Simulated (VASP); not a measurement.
A run of VASP 6.6.1 is set up as follows.

INCAR

```
  PREC = Accurate
  ENCUT = 520
  EDIFF = 1E-6
  ISMEAR = 0
  SIGMA = 0.01
  LREAL = F
  LASPH = T
  NELM = 80
  ALGO = Normal
  ISIF = 2
  LWAVE = F
  LCHARG = T
  GGA = PS
  LELF = T
  LVHAR = T
  NBANDS = 11
```

KPOINTS

```
Automatic mesh
0
Gamma
  9 9 9
```

Contents of POSCAR:

```
BN
1.0
    0.0000000000      1.8075000000      1.8075000000
    1.8075000000      0.0000000000      1.8075000000
    1.8075000000      1.8075000000      0.0000000000
B N
1 1
Direct
    0.0000000000      0.0000000000      0.0000000000
    0.2500000000      0.2500000000      0.2500000000
```

Potentials or basis: VASP PAW PBE potentials, release 64 (B, N).

Command:

```console
$ cat potpaw_PBE.64/B/POTCAR potpaw_PBE.64/N/POTCAR > POTCAR
$ mpirun -np 1 vasp_std > vasp.out
```

Q: What does it give for the pressure?

A: -2.3 GPa.

Q: What does it give for the band gap on the k mesh?

A: 4.43 eV, indirect (least direct gap 8.76 eV).

Caveat: the PAW data sets were made with another functional, which shifts forces and pressure a little.

**Measured values to compare with.**

A printed reference work, monograph reports, for a bulk crystal of BN at 300 K: band gap 6.4 eV (indirect).

A measured gap of BN is 6.4 eV (indirect; 300 K; a printed reference work, monograph); the calculated 4.43 eV misses it by -1.97 eV. The value is that of PBEsol on a finite k mesh, which can miss the band edges, without temperature or zero-point motion. Semilocal functionals fall short of measured gaps as a rule.
